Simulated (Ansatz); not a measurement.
**SnTe in Ansatz: the effect of functional**

The system is SnTe.

```
Te Sn
1.0
     0.00000    3.56234    3.56234
     3.56234    0.00000    3.56234
     3.56234    3.56234    0.00000
Te Sn
1 1
Direct
  0.25000 0.25000 0.25000
  0.00000 0.00000 0.00000
```

Measurements of this composition are mostly on another form, of space group No. 225.

The cell isn't the ideal one: volume scaled by 0.96.

Alike in all runs:

* Program: Ansatz 0.2.0
* Task: single point
* Potentials or basis: Ansatz PAW
* k mesh: 7 × 7 × 7
* Occupations: fermi-dirac, width 0.05 eV
* Spin: no spin polarisation

Problem. One run gave: gap on the mesh 0.17 eV; pressure -1.3 GPa. Which functional did it use?
A. LDA
B. PBEsol
C. r2SCAN

Solution. A.

```csv
functional,cutoff,gap on the mesh (eV),pressure (GPa)
LDA,420 eV (not typed: the program's choice for these potentials),0.17,-1.3
PBEsol,420 eV (not typed: the program's choice for these potentials),0.19,-0.4
r2SCAN,500 eV (not typed: the program's choice for these potentials),0.30,0.5
```

Caveats: odd divisions of the mesh miss points on the zone boundary, where band edges often lie, so the gap on the mesh can be too wide; spin-orbit coupling is left out, which moves the levels of the heavy elements; the PAW data sets come from PBE, with cores solved anew for the run's functional, which leaves a small shift of forces and pressure.

A k mesh can miss the band edges.
